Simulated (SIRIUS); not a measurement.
## Pr in SIRIUS: convergence with radial points in a sphere

Pr:

```xyz
1
Lattice="-2.0974 2.0974 2.0974 2.0974 -2.0974 2.0974 2.0974 2.0974 -2.0974" Properties=species:S:1:pos:R:3 pbc="T T T"
Pr    0.0000    0.0000    0.0000
```

This isn't the form of Pr at room conditions, which is double hcp.

* Program: SIRIUS 7.12.0
* Task: convergence study
* Functional: PBE
* Potentials or basis: all-electron FP-LAPW
* Cutoff: 168 eV
* Basis: apw+lo standard
* k mesh: 9 × 9 × 9
* Occupations: fermi-dirac, width 0.05 eV
* Spin: collinear spin, ferromagnetic start
* Starting moments: [2.0] μB

These are the settings of the first run; the series varies radial points in a sphere, with any setting tied to it.

Hardware: 1 thread of Arm Neoverse V2, on a shared host.

```tsv
radial points in a sphere	energy less the tightest run, at zero smearing (meV/atom)	SCF cycles	CPU time (s)	peak memory (GiB)
200	-86.91	17	70	0.45
300	-16.67	17	71	0.49
450	-3.21	16	78	0.54
700	-0.52	17	98	0.63
1000	-0.10	17	110	0.74
1500	0.00	17	140	0.91
```

Against the tightest run, the energy stays within 1 meV/atom from 700 on. The tightest run that finished is the yardstick and may itself not be fully converged.

Caveat, for the tightest run too: the magnetic or orbital state may not be the lowest. The state reached can hang on the start; a lower one may exist.
